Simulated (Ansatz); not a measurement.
**CuO under changes of volume**

One of the cells (10.729 Å³/atom); the others are scaled copies at fixed shape and fractional positions:

```
Cu O
1.0
     2.87950    0.00000    0.00000
     0.03907    2.87928    0.00000
     0.01750    0.01724    5.17634
Cu O
2 2
Direct
  0.00000 0.50000 0.00000
  0.50000 0.00000 0.50000
  0.99842 0.00167 0.74989
  0.00158 0.99833 0.25011
```

The cell comes from a database or a generator and needn't be the stable form of this composition.

- Program: Ansatz 0.2.0
- Functional: LDA
- Potentials or basis: all-electron LAPW, scalar-relativistic
- Cutoff: 413 eV (chosen from the basis error)
- Basis error allowed: 0.002 eV/atom
- k mesh: 9 × 9 × 5
- Occupations: fermi-dirac, width 0.05 eV
- Spin: no spin polarisation

```tsv
volume (Å³/atom)	energy over the lowest point (meV/atom)	pressure (GPa)	largest force (eV/Å)
10.085	1.00	2.9	0.013
10.300	0.00	-1.3	0.013
10.515	4.29	-5.0	0.014
10.729	13.29	-8.3	0.015
10.944	?	?	?
11.158	43.34	-13.9	0.017
11.373	63.51	-16.2	0.017
```

Problem. What does the run at 10.944 Å³/atom give?

Solution. Energy over the lowest point 26.46 meV/atom; pressure -11.3 GPa; largest force 0.016 eV/Å.

Worked out: A Birch-Murnaghan fit of order 3 (a polynomial in V^(-2/3)) to the other rows has its minimum at 10.23 Å³/atom with B0 = V·E''(V) = 197 GPa and B' = 4.8 at fixed shape and positions, which overstates the stiffness. It gives 26.50 meV/atom at 10.944 Å³/atom, against the run's 26.46, and -dE/dV = -11.3 GPa, against -11.3.

Energies are extrapolated to zero smearing.

Caveats: the run has no spin polarisation, though such a crystal can be magnetic.
